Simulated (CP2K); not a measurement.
Runs of CP2K 2026.2 on BaTiO3. The typed cell holds 10 atoms: a = 4.004 Å, b = 5.655 Å, c = 5.670 Å, α = 90.00°, β = 90.21°, γ = 90.00°. 

```tsv
potentials or basis	ADDED_MOS	gap on the mesh (eV)	pressure (GPa)	largest force (eV/Å)
POTENTIAL_UZH Ba GTH-PBE-q10, Ti GTH-PBE-q12, O GTH-PBE-q6; TZV2P-MOLOPT-PBE-GTH basis	[32]	2.42	10.0	3.32
GTH_POTENTIALS Ba GTH-PBE-q10, Ti GTH-PBE-q12, O GTH-PBE-q6; TZVP-MOLOPT-SR-GTH, TZVP-MOLOPT-GTH basis	[32]	2.39	10.4	3.33
POTENTIAL_UZH Ba GTH-PBE-q10, Ti GTH-PBE-q12, O GTH-PBE-q6; DZVP-MOLOPT-PBE-GTH basis	[32]	2.40	(a)	3.37
GTH_POTENTIALS Ba GTH-PBE-q10, Ti GTH-PBE-q12, O GTH-PBE-q6; SZV-MOLOPT-SR-GTH basis	[14]	1.95	22.0	4.20
POTENTIAL_UZH Ba GTH-PBE-q10, Ti GTH-PBE-q12, O GTH-PBE-q6; TZVP-MOLOPT-PBE-GTH basis	[32]	2.39	10.2	3.32
POTENTIAL_UZH Ba GTH-PBE-q10, Ti GTH-PBE-q12, O GTH-PBE-q6; ccGRB-D basis	[32]	2.35	(b)	3.48
GTH_POTENTIALS Ba GTH-PBE-q10, Ti GTH-PBE-q12, O GTH-PBE-q6; DZVP-MOLOPT-SR-GTH basis	[32]	2.38	10.8	3.33
```

Alike in all rows: task atomic charges; level PBE; no spin polarisation; cell as given; k mesh 5 × 4 × 4; smearing fermi-dirac 0.05 eV.

Q: Fill in the values left out.

A: (a) 11.5; (b) 12.5.

Caveats: spin-orbit coupling is left out, which moves the levels of the heavy elements; an odd mesh through Γ misses points on the zone boundary, where band edges often lie; the basis of atomic orbitals isn't converged, which shifts pressures, moduli and gaps; forces of over 1 eV/Å show positions far from the minimum, so gaps and moduli don't describe the material at rest; a minimal basis gives rough bond lengths, pressures and levels (some runs).

A k mesh can miss the band edges, and the runs leave out spin-orbit coupling on Ba.
